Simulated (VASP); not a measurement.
# Si6Mo (Fm-3m) in VASP: notebook

Runs on Si6Mo. Level: PBE. Tasks: single point, relaxation of cell and atoms.

All numbers are computed with VASP 6.6.1; they aren't measurements. Logs are shortened: lines on timing, memory, paths and dates and some standing lists are left out, and cuts for length are marked.

## (1) The cell of the first run

The structure is cubic, space group Fm-3m (No. 225). The conventional cell has a = 8.363 Å, b = 8.363 Å, c = 8.363 Å, α = 90.00°, β = 90.00°, γ = 90.00°. Around Si (site symmetry 4mm) lie 1 Mo at 2.44 Å and 4 Si at 2.46 Å. Mo (site symmetry m-3m) is surrounded by 6 Si at 2.44 Å.

The cell was built by a generator and needn't be a form met in nature.

## (2) Single point, PBE (random cell by space group and Wyckoff sites (Fm-3m, No. 225))

Contents of INCAR:

```
SYSTEM = Si6Mo
  PREC = Accurate
  ENCUT = 520
  EDIFF = 1E-6
  ISMEAR = 0
  SIGMA = 0.1
  LREAL = .False.
  LASPH = .True.
  NELM = 100
  ALGO = Normal
  ISIF = 2
  LWAVE = .False.
  LCHARG = .False.
  GGA = PE
  NBANDS = 28
```

Contents of KPOINTS:

```
regular mesh
0
Gamma
  8 8 8
  0 0 0
```

Contents of POSCAR:

```
Si6Mo
1.0
    0.0000000000      4.1817497615      4.1817497615
    4.1817497615      0.0000000000      4.1817497615
    4.1817497615      4.1817497615      0.0000000000
Si Mo
6 1
Direct
    0.7916042931      0.2083957069      0.2083957069
    0.2083957069      0.7916042931      0.7916042931
    0.2083957069      0.7916042931      0.2083957069
    0.7916042931      0.2083957069      0.7916042931
    0.2083957069      0.2083957069      0.7916042931
    0.7916042931      0.7916042931      0.2083957069
    0.5000000000      0.5000000000      0.5000000000
```

Potentials or basis: VASP PAW PBE potentials, release 64 (Si, Mo_sv).

The run is started by

```console
cat potpaw_PBE.64/Si/POTCAR potpaw_PBE.64/Mo_sv/POTCAR > POTCAR
mpirun -np 1 vasp_std > vasp.out
```

OUTCAR:

```text
SYSTEM = Si6Mo
   PREC = Accurate
   ENCUT = 520
   EDIFF = 1E-6
   ISMEAR = 0
   LREAL = .False.
   LASPH = .True.
   NELM = 100
   ISIF = 2
   GGA = PE

 ion  position               nearest neighbor table
   1  0.792  0.208  0.208-   7 2.44   4 2.46   5 2.46   6 2.46   3 2.46
   2  0.208  0.792  0.792-   7 2.44   4 2.46   5 2.46   6 2.46   3 2.46
   3  0.208  0.792  0.208-   7 2.44   2 2.46   5 2.46   6 2.46   1 2.46
   4  0.792  0.208  0.792-   7 2.44   2 2.46   5 2.46   6 2.46   1 2.46
   5  0.208  0.208  0.792-   7 2.44   2 2.46   3 2.46   4 2.46   1 2.46
   6  0.792  0.792  0.208-   7 2.44   2 2.46   3 2.46   4 2.46   1 2.46
   7  0.500  0.500  0.500-   1 2.44   2 2.44   3 2.44   4 2.44   5 2.44   6 2.44

  LATTYP: Found a face centered cubic cell.
 ALAT       =     8.3634995230

  Lattice vectors:

 A1 = (   0.0000000000,   4.1817497615,   4.1817497615)
 A2 = (   4.1817497615,   0.0000000000,   4.1817497615)
 A3 = (   4.1817497615,   4.1817497615,   0.0000000000)

Analysis of symmetry for initial positions (statically):
=====================================================================
 Subroutine PRICEL returns:
 Original cell was already a primitive cell.

 Routine SETGRP: Setting up the symmetry group for a
 face centered cubic supercell.

 Subroutine GETGRP returns: Found 48 space group operations
 (whereof 48 operations were pure point group operations)
 out of a pool of 48 trial point group operations.

The static configuration has the point symmetry O_h .

Analysis of symmetry for dynamics (positions and initial velocities):
=====================================================================
 Subroutine PRICEL returns:
 Original cell was already a primitive cell.

 Routine SETGRP: Setting up the symmetry group for a
 face centered cubic supercell.

 Subroutine GETGRP returns: Found 48 space group operations
 (whereof 48 operations were pure point group operations)
 out of a pool of 48 trial point group operations.

The dynamic configuration has the point symmetry O_h .

 Subroutine INISYM returns: Found 48 space group operations
 (whereof 48 operations are pure point group operations),
 and found     1 'primitive' translations

----------------------------------------------------------------------------------------

                                     Primitive cell

  volume of cell :     146.2528

  direct lattice vectors                    reciprocal lattice vectors
     0.000000000  4.181749761  4.181749761    -0.119567174  0.119567174  0.119567174
     4.181749761  0.000000000  4.181749761     0.119567174 -0.119567174  0.119567174
     4.181749761  4.181749761  0.000000000     0.119567174  0.119567174 -0.119567174

  length of vectors
     5.913887227  5.913887227  5.913887227     0.207096420  0.207096420  0.207096420

  position of ions in fractional coordinates (direct lattice)
     0.791604293  0.208395707  0.208395707
     0.208395707  0.791604293  0.791604293
     0.208395707  0.791604293  0.208395707
     0.791604293  0.208395707  0.791604293
     0.208395707  0.208395707  0.791604293
     0.791604293  0.791604293  0.208395707
     0.500000000  0.500000000  0.500000000

  ion indices of the primitive-cell ions
   primitive index   ion index
                 1           1
                 2           2
                 3           3
                 4           4
                 5           5
                 6           6
                 7           7

----------------------------------------------------------------------------------------

 KPOINTS: regular mesh

Automatic generation of k-mesh.
 Grid dimensions read from file:
 generate k-points for:    8    8    8

 Generating k-lattice:

  Cartesian coordinates                     Fractional coordinates (reciprocal lattice)
    -0.014945897  0.014945897  0.014945897     0.125000000  0.000000000  0.000000000
     0.014945897 -0.014945897  0.014945897     0.000000000  0.125000000  0.000000000
     0.014945897  0.014945897 -0.014945897     0.000000000  0.000000000  0.125000000

  Length of vectors
     0.025887052  0.025887052  0.025887052

  Shift w.r.t. Gamma in fractional coordinates (k-lattice)
     0.000000000  0.000000000  0.000000000

 Subroutine IBZKPT returns following result:
 ===========================================

 Found     29 irreducible k-points:

 Following reciprocal coordinates:
            Coordinates               Weight
  0.000000  0.000000  0.000000      1.000000
  0.125000  0.000000  0.000000      8.000000
  0.250000  0.000000  0.000000      8.000000
  0.375000  0.000000  0.000000      8.000000
  0.500000  0.000000  0.000000      4.000000
  0.125000  0.125000  0.000000      6.000000
[... 16 lines left out ...]
  0.500000  0.250000  0.125000     48.000000
 -0.375000  0.250000  0.125000     24.000000
 [... further k-points ...]
   k-points           NKPTS =     29   k-points in BZ     NKDIM =     29   number of bands    NBANDS=     28
   number of dos      NEDOS =    301   number of ions     NIONS =      7
   total plane-waves  NPLWV = 110592
   dimension x,y,z NGX =    48 NGY =   48 NGZ =   48
   dimension x,y,z NGXF=    96 NGYF=   96 NGZF=   96
   ions per type =               6   1
   NGX,Y,Z   is equivalent  to a cutoff of  13.49, 13.49, 13.49 a.u.
   NGXF,Y,Z  is equivalent  to a cutoff of  26.99, 26.99, 26.99 a.u.
 SYSTEM =  Si6Mo
   PREC   = accura    normal or accurate (medium, high low for compatibility)
   ISTART =      0    job   : 0-new  1-cont  2-samecut
   ICHARG =      2    charge: 1-file 2-atom 10-const
   ISPIN  =      1    spin polarized calculation?
   LNONCOLLINEAR =      F non collinear calculations
   LSORBIT =      F    spin-orbit coupling
   LASPH  =      T    aspherical Exc in radial PAW
   ENCUT  =  520.0 eV  38.22 Ry    6.18 a.u.  11.00 11.00 11.00*2*pi/ulx,y,z
   NELM   =    100;   NELMIN=  2; NELMDL= -5     # of ELM steps
   EDIFF  = 0.1E-05   stopping-criterion for ELM
   LREAL  =      F    real-space projection
   EDIFFG = 0.1E-04   stopping-criterion for IOM
   NSW    =      0    number of steps for IOM
   IBRION =     -1    ionic relax: 0-MD 1-quasi-New 2-CG
   NFREE  =      0    steps in history (QN), initial steepest desc. (CG)
   ISIF   =      2    stress and relaxation
   ISYM   =      2    0-nonsym 1-usesym 2-fastsym
   POTIM  = 0.5000    time-step for ionic-motion
   TEBEG  =    0.0;   TEEND  =   0.0 temperature during run
   PSTRESS=    0.0 pullay stress
   NELECT =      38.0000    total number of electrons
   NUPDOWN=      -1.0000    fix difference up-down
   EMIN   =  10.00;   EMAX   =-10.00  energy-range for DOS
   EFERMI =   0.00;   METHOD = LEGACY
   ISMEAR =     0;   SIGMA  =   0.10  broadening in eV -4-tet -1-fermi 0-gaus
   EFERMI_NEDOS =   21; number of points for ismear=-14 and -15
   IALGO  =     38    algorithm
   IMIX   =      4    mixing-type and parameters
     AMIX     =   0.40;   BMIX     =  1.00
     AMIX_MAG =   1.60;   BMIX_MAG =  1.00
  volume/ion in A,a.u.               =      20.89       140.99
  Fermi-wavevector in a.u.,A,eV,Ry     =   1.044643  1.974089 14.847758  1.091279
  Thomas-Fermi vector in A             =   2.179405
   LORBIT       =      0    0 simple, 1 ext, 2 COOP (PROOUT), +10 PAW based schemes
   GGA     = PE    functional components
   LHFCALC =     F    Hartree Fock is set to
   AEXX    =    0.0000 exact exchange contribution
   IVDW    =     0    specifies the selected vdW correction
   LEPSILON=     F    determine dielectric tensor
   LRPA    =     F    only Hartree local field effects (RPA)
 non-spin polarized calculation
 Gauss-broadening in eV      SIGMA  =   0.10
  energy-cutoff  :      520.00
  volume of cell :      146.25
 maximum number of plane-waves:      3972
 NGX is ok and might be reduce to    48
   NGX = 21   NGY = 21   NGZ = 21

 number of electron      38.0000002 magnetization

 Free energy of the ion-electron system (eV)
  ---------------------------------------------------
  ext. energy  EPLUGINS =         0.00000000
  ---------------------------------------------------
  free energy    TOTEN  =       -41.54538238 eV

  energy without entropy =      -41.53189282  energy(sigma->0) =      -41.53863760

 E-fermi :   5.4276     XC(G=0):  -9.4679

 val. band max:        5.4159698037   @ k =   0.2500   0.1250   0.0000
 cond. band min:       5.4442235361   @ k =   0.2500   0.1250   0.0000
 fundamental gap:      0.0282537324
 Fermi energy:         5.4275843759

 k-point     1 :       0.0000    0.0000    0.0000
  band No.  band energies     occupation
      1     -54.6974      2.00000
      2     -28.8781      2.00000
      3     -28.8781      2.00000
      4     -28.8781      2.00000
      5      -6.8362      2.00000
      6      -1.7477      2.00000
[... 20 lines left out ...]
     27       8.9578      0.00000
     28      11.0554      0.00000

 k-point     2 :       0.1250    0.0000    0.0000
  band No.  band energies     occupation
      1     -54.6974      2.00000
      2     -28.8781      2.00000
      3     -28.8781      2.00000
      4     -28.8781      2.00000
      5      -6.7931      2.00000
      6      -2.0967      2.00000
[... 20 lines left out ...]
     27       9.0221      0.00000
     28      10.6884      0.00000

 k-point     3 :       0.2500    0.0000    0.0000
  band No.  band energies     occupation
      1     -54.6974      2.00000
      2     -28.8782      2.00000
      3     -28.8781      2.00000
      4     -28.8781      2.00000
      5      -6.6801      2.00000
      6      -2.6879      2.00000
[... 616 lines left out ...]
      3     -28.8781      2.00000
      4     -28.8781      2.00000
      5      -6.5054      2.00000
      6      -3.0256      2.00000
[... 20 lines left out ...]
     27       9.9687      0.00000
     28      10.1318      0.00000

 k-point    24 :      -0.3750    0.2500    0.1250
  band No.  band energies     occupation
      1     -54.6974      2.00000
      2     -28.8782      2.00000
      3     -28.8781      2.00000
      4     -28.8781      2.00000
      5      -6.4617      2.00000
      6      -3.1244      2.00000
[... 20 lines left out ...]
     27      10.1916      0.00000
     28      10.2553      0.00000

 [... further k-points ...]

------------------------ aborting loop because EDIFF is reached ----------------------------------------

  FORCE on cell =-STRESS in cart. coord.  units (eV):
  Direction    XX          YY          ZZ          XY          YZ          ZX
  --------------------------------------------------------------------------------------
  -------------------------------------------------------------------------------------
  Total       -0.0623283     -0.0623283     -0.0623283      0.0000000     -0.0000000      0.0000000
  in kB       -0.6827976     -0.6827976     -0.6827976      0.0000000     -0.0000000      0.0000000
  external PRESSURE =      -0.6827976 kB  Pullay stress =       0.0000000 kB

 VOLUME and BASIS-vectors are now :
 -----------------------------------------------------------------------------
  energy-cutoff  :      520.00
  volume of cell :      146.25
      direct lattice vectors                 reciprocal lattice vectors
     0.000000000  4.181749761  4.181749761    -0.119567174  0.119567174  0.119567174
     4.181749761  0.000000000  4.181749761     0.119567174 -0.119567174  0.119567174
     4.181749761  4.181749761  0.000000000     0.119567174  0.119567174 -0.119567174

 POSITION                                       TOTAL-FORCE (eV/Angst)
 -----------------------------------------------------------------------------------
      1.74292      4.18175      4.18175        -0.034717     -0.000000     -0.000000
      6.62058      4.18175      4.18175         0.034717     -0.000000     -0.000000
      4.18175      1.74292      4.18175         0.000000     -0.034717     -0.000000
      4.18175      6.62058      4.18175         0.000000      0.034717     -0.000000
      4.18175      4.18175      1.74292         0.000000     -0.000000     -0.034717
      4.18175      4.18175      6.62058         0.000000     -0.000000      0.034717
      4.18175      4.18175      4.18175        -0.000000      0.000000     -0.000000
 -----------------------------------------------------------------------------------
    total drift:                               -0.000000     -0.000000     -0.000000

  FREE ENERGIE OF THE ION-ELECTRON SYSTEM (eV)
  ---------------------------------------------------
  free  energy   TOTEN  =       -41.5453823834 eV

  energy  without entropy=      -41.5318928151  energy(sigma->0) =      -41.53863760
```

Run time: 3.2 min. Hardware: 1 thread of Intel Xeon Platinum 8175M at 2.50GHz (Skylake/Cascade Lake), shared host; peak memory 0.36 GiB.

What came out:

```yaml
Free_energy: -41.5454 eV
Pressure: -0.1 GPa
Largest_force: 0.035 eV/Å
Band_gap_on_the_k_mesh: none (metal or under the smearing width)
```

Forces on the atoms (eV/Å):
```
Si  -0.035  0.000  0.000
Si   0.035  0.000  0.000
Si   0.000 -0.035  0.000
Si   0.000  0.035  0.000
Si   0.000  0.000 -0.035
Si   0.000  0.000  0.035
Mo   0.000  0.000  0.000
```

## (3) Relaxation of cell and atoms, PBE (random cell by space group and Wyckoff sites (Fm-3m, No. 225))

Contents of INCAR:

```
ALGO = Fast ; EDIFF = 1E-7
EDIFFG = -0.01 ; ENCUT = 600
GGA = PE ; IBRION = 2
ISIF = 3 ; ISMEAR = 0
LASPH = T ; LCHARG = F
LREAL = F ; LWAVE = F
NELM = 100 ; NSW = 100
PREC = Accurate ; SIGMA = 0.1
```

Contents of KPOINTS:

```
k-points
0
Gamma
  8 8 8
```

Contents of POSCAR:

```
Si6Mo
1.0
    0.0000000000      4.1797529720      4.1797529720
    4.1797529720      0.0000000000      4.1797529720
    4.1797529720      4.1797529720      0.0000000000
Si Mo
6 1
Direct
    0.7913956810      0.2086043190      0.2086043190
    0.2086043190      0.7913956810      0.7913956810
    0.2086043190      0.7913956810      0.2086043190
    0.7913956810      0.2086043190      0.7913956810
    0.2086043190      0.2086043190      0.7913956810
    0.7913956810      0.7913956810      0.2086043190
    0.5000000000      0.5000000000      0.5000000000
```

Potentials or basis: VASP PAW PBE potentials, release 64 (Si, Mo_sv).

The run is started by

```console
cat potpaw_PBE.64/Si/POTCAR potpaw_PBE.64/Mo_sv/POTCAR > POTCAR
mpirun -np 1 vasp_std > vasp.out
```

Run time: 6 min. Hardware: 1 thread of Intel Xeon Platinum 8175M at 2.50GHz (Skylake/Cascade Lake), shared host; peak memory 0.41 GiB.

Results (log left out):

```yaml
Free_energy: -41.5460 eV
Relaxed_volume: 20.87 Å³/atom
Relaxed_cell: a = 5.912 Å, b = 5.912 Å, c = 5.912 Å, α = 60.00°, β = 60.00°, γ = 60.00°
Space_group_after_relaxing_to_0.05_Å: Fm-3m (No. 225)
Energy_gained_by_relaxing: 0.1 meV/atom
Ionic_steps: 3
Pressure_after_relaxing: 0.1 GPa
Band_gap_on_the_k_mesh: none (metal or under the smearing width)
```

Step by step:
```
step  energy change (eV)  largest force (eV/Å)  pressure (GPa)  volume (Å³)
   1              0.0000                0.0783            0.02       146.04
   2             -0.0006                0.0276            0.07       146.10
   3             -0.0007                0.0013            0.06       146.09
```

Final structure:
```yaml
crystal:
  lattice:
    - [0.00000, 4.18016, 4.18016]
    - [4.18016, 0.00000, 4.18016]
    - [4.18016, 4.18016, 0.00000]
  atoms:
    - { symbol: Si, position: [0.79174, 0.20826, 0.20826] }
    - { symbol: Si, position: [0.20826, 0.79174, 0.79174] }
    - { symbol: Si, position: [0.20826, 0.79174, 0.20826] }
    - { symbol: Si, position: [0.79174, 0.20826, 0.79174] }
    - { symbol: Si, position: [0.20826, 0.20826, 0.79174] }
    - { symbol: Si, position: [0.79174, 0.79174, 0.20826] }
    - { symbol: Mo, position: [0.50000, 0.50000, 0.50000] }
```

Levels at points of the mesh, in eV from the Fermi level:
| k point | band 16 | band 17 | band 18 | band 19 | band 20 | band 21 | band 22 | band 23 |
| --- | --- | --- | --- | --- | --- | --- | --- | --- |
| (0.00, 0.00, 0.00) | -1.72 | -1.72 | 0.64 | 0.64 | 0.64 | 1.38 | 1.38 | 2.65 |
| (0.50, 0.00, 0.00) | -1.89 | -1.53 | -1.53 | -1.23 | -1.03 | 3.01 | 3.01 | 3.67 |
| (0.50, 0.50, 0.00) | -1.15 | -1.02 | -1.02 | -0.25 | 0.73 | 1.22 | 1.75 | 2.19 |
